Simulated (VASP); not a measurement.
**IrO2: band structure with LDA**

Crystal: IrO2.

```xyz
6
Lattice="4.4838 0.0000 0.0000 0.0000 4.4838 0.0000 0.0000 0.0000 3.1638" Properties=species:S:1:pos:R:3 pbc="T T T"
Ir    0.0000    0.0000    0.0000
Ir    2.2419    2.2419    1.5819
O     1.3848    1.3848    0.0000
O     0.8571    3.6267    1.5819
O     3.0990    3.0990    0.0000
O     3.6267    0.8571    1.5819
```

```yaml
Program: VASP 6.6.1
Task: band structure
Functional: LDA
Potentials_or_basis: VASP PAW LDA potentials, release 64 (Ir, O)
Cutoff: 520 eV
k_mesh: 8 × 8 × 12
Occupations: methfessel-paxton, width 0.1 eV
Spin: no spin polarisation
Further_INCAR_settings: ALGO = Fast; EDIFF = 1e-06; NBANDS = 30
```

| Item | Value |
| --- | --- |
| Pressure | -6.0 GPa |
| Largest force | 0.027 eV/Å |
| Band gap along the path | none (metal or under the smearing width) |

Forces on the atoms (eV/Å):
```
Ir   0.000  0.000  0.000
Ir   0.000  0.000  0.000
O    0.019  0.019  0.000
O   -0.019  0.019  0.000
O   -0.019 -0.019  0.000
O    0.019 -0.019  0.000
```

Stress tensor (GPa, compression positive):
```
-5.63  0.00  0.00
 0.00 -5.63  0.00
 0.00  0.00 -6.70
```

Levels at the corners of the path, in eV from the Fermi level:
| point | band 19 | band 20 | band 21 | band 22 | band 23 | band 24 |
| --- | --- | --- | --- | --- | --- | --- |
| Γ | -2.39 | -2.32 | -2.22 | 0.74 | 1.27 | 4.12 |
| X | -1.33 | -1.33 | -0.31 | -0.31 | 3.51 | 3.51 |
| X | -1.33 | -1.33 | -0.31 | -0.31 | 3.51 | 3.51 |
| M | -2.45 | -2.45 | 0.21 | 0.21 | 2.52 | 2.52 |
| M | -2.45 | -2.45 | 0.21 | 0.21 | 2.52 | 2.52 |
| Γ | -2.39 | -2.32 | -2.22 | 0.74 | 1.27 | 4.12 |
| Γ | -2.39 | -2.32 | -2.22 | 0.74 | 1.27 | 4.12 |
| Z | -0.69 | -0.69 | 0.28 | 0.28 | 2.21 | 2.21 |
| Z | -0.69 | -0.69 | 0.28 | 0.28 | 2.21 | 2.21 |
| R | -1.82 | -1.82 | 0.55 | 0.55 | 1.10 | 1.10 |
| R | -1.82 | -1.82 | 0.55 | 0.55 | 1.10 | 1.10 |
| A | -1.25 | -1.25 | -0.50 | -0.50 | 2.16 | 2.16 |
| A | -1.25 | -1.25 | -0.50 | -0.50 | 2.16 | 2.16 |
| Z | -0.69 | -0.69 | 0.28 | 0.28 | 2.21 | 2.21 |
| X | -1.33 | -1.33 | -0.31 | -0.31 | 3.51 | 3.51 |
| R | -1.82 | -1.82 | 0.55 | 0.55 | 1.10 | 1.10 |
| M | -2.45 | -2.45 | 0.21 | 0.21 | 2.52 | 2.52 |
| A | -1.25 | -1.25 | -0.50 | -0.50 | 2.16 | 2.16 |

It took 3.4 min on 2 MPI ranks on Intel(R) Xeon(R) Platinum 8259CL CPU @ 2.50GHz (Skylake/Cascade Lake) (shared host), peak memory 0.36 GiB a rank.

Caveat: spin-orbit coupling is left out, which moves the levels of the heavy elements.
